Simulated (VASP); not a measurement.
Input of a VASP 6.6.1 run:

File INCAR:

```
SYSTEM = BeSe
PREC = Accurate
ENCUT = 600
EDIFF = 1E-6
ISMEAR = 0
SIGMA = 0.03
LREAL = .False.
LASPH = .True.
NELM = 80
ALGO = Normal
ISIF = 3
LWAVE = .False.
LCHARG = .False.
GGA = PE
IVDW = 12
IBRION = 2
NSW = 90
EDIFFG = -0.01
```

The input KPOINTS:

```
regular mesh
0
Gamma
  10 10 10
  0 0 0
```

POSCAR

```
BeSe
1.0
    0.0000000000      2.5350000000      2.5350000000
    2.5350000000      0.0000000000      2.5350000000
    2.5350000000      2.5350000000      0.0000000000
Be Se
1 1
Direct
    0.0000000000      0.0000000000      0.0000000000
    0.2500000000      0.2500000000      0.2500000000
```

Potentials or basis: VASP PAW PBE potentials, release 64 (Be, Se).

The run is started by

```bash
$ cat potpaw_PBE.64/Be/POTCAR potpaw_PBE.64/Se/POTCAR > POTCAR
$ mpirun -np 1 vasp_std > vasp.out
```

Q: What does it give for the relaxed volume?

A: 16.71 Å³/atom.

Q: What does it give for the band gap on the k mesh?

A: 2.58 eV, indirect (least direct gap 4.50 eV).

Q: Estimate the space group after relaxing (to 0.05 Å).

A: F-43m (No. 216).

Final structure:
```
Be Se
1.0
     0.00000    2.55645    2.55645
     2.55645    0.00000    2.55645
     2.55645    2.55645    0.00000
Be Se
1 1
Cartesian
  0.0000 0.0000 0.0000
  1.2782 1.2782 1.2782
```

A k mesh can miss the band edges. Zero-point motion and thermal expansion aren't in these numbers.
